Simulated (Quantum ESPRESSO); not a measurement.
Here is a Quantum ESPRESSO 7.5 calculation.

pw.in

```
&CONTROL
  calculation = 'scf'
  prefix = 'pwscf'
  outdir = './tmp'
  pseudo_dir = './pseudo'
  tprnfor = .true.
  tstress = .true.
  disk_io = 'low'
/
&SYSTEM
  ibrav = 0
  nat = 2
  ntyp = 2
  ecutwfc = 96
  nbnd = 21
  occupations = 'smearing'
  smearing = 'fd'
  degauss = 0.00367493
  nspin = 2
  starting_magnetization(1) = 0.1176
  starting_magnetization(2) = 0
/
&ELECTRONS
  conv_thr = 4d-10
  electron_maxstep = 120
  mixing_beta = 0.3
/
ATOMIC_SPECIES
Co    58.9332 Co.upf
O     15.9990 O.upf
CELL_PARAMETERS angstrom
   0.0000000000    2.1315016600    2.1315016600
   2.1315016600    0.0000000000    2.1315016600
   2.1315016600    2.1315016600    0.0000000000
ATOMIC_POSITIONS crystal
Co     0.0000000000    0.0000000000    0.0000000000
O      0.5000000000    0.5000000000    0.5000000000
K_POINTS automatic
8 8 8 0 0 0
HUBBARD {atomic}
U Co-3d 2.0
```

scf2.in

```
&CONTROL
  calculation = 'scf'
  prefix = 'pwscf'
  outdir = './tmp'
  pseudo_dir = './pseudo'
  tprnfor = .true.
  tstress = .true.
  disk_io = 'low'
/
&SYSTEM
  ibrav = 0
  nat = 2
  ntyp = 2
  ecutwfc = 96
  nbnd = 21
  occupations = 'smearing'
  smearing = 'fd'
  degauss = 0.00367493
  nspin = 2
  starting_magnetization(1) = 0.1176
  starting_magnetization(2) = 0
/
&ELECTRONS
  conv_thr = 1d-13
  electron_maxstep = 120
  mixing_beta = 0.3
  startingpot = 'file'
  startingwfc = 'file'
/
ATOMIC_SPECIES
Co    58.9332 Co.upf
O     15.9990 O.upf
CELL_PARAMETERS angstrom
   0.0000000000    2.1315016600    2.1315016600
   2.1315016600    0.0000000000    2.1315016600
   2.1315016600    2.1315016600    0.0000000000
ATOMIC_POSITIONS crystal
Co     0.0000000000    0.0000000000    0.0000000000
O      0.5000000000    0.5000000000    0.5000000000
K_POINTS automatic
8 8 8 0 0 0
HUBBARD {atomic}
U Co-3d 2.0
```

The input hp.in:

```
&INPUTHP
  prefix = 'pwscf'
  outdir = './tmp'
  nq1 = 2
  nq2 = 2
  nq3 = 2
  conv_thr_chi = 1d-06
  niter_max = 80
  iverbosity = 1
  alpha_mix(1) = 0.15
/
```

Potentials or basis: PseudoDojo 0.4.1 SR LDA standard.

Command:

```sh
$ OMP_NUM_THREADS=1 mpirun -n 4 pw.x -nk 4 -in pw.in > pw.out
$ OMP_NUM_THREADS=1 mpirun -n 4 pw.x -nk 4 -in scf2.in > scf2.out
$ OMP_NUM_THREADS=1 mpirun -n 4 hp.x -nk 4 -in hp.in > hp.out
```

Question: What does it give for the Hubbard U from linear response?

Answer: 5.69 eV.

Question: What does it give for the pressure?

Answer: -18.0 GPa.

Question: Estimate the net moment.

Answer: 2.86 μB per cell.

Hubbard U from linear response:
```tsv
site	manifold	U (eV)
1	Co-3d	5.69
```
On the first site the bare response is -2.749 and the screened one -0.156 eV⁻¹.

Caveat: the k mesh is coarse; a cell with one magnetic atom can't hold antiferromagnetic order, which such compounds often take. The state reached can hang on the start; a lower one may exist.
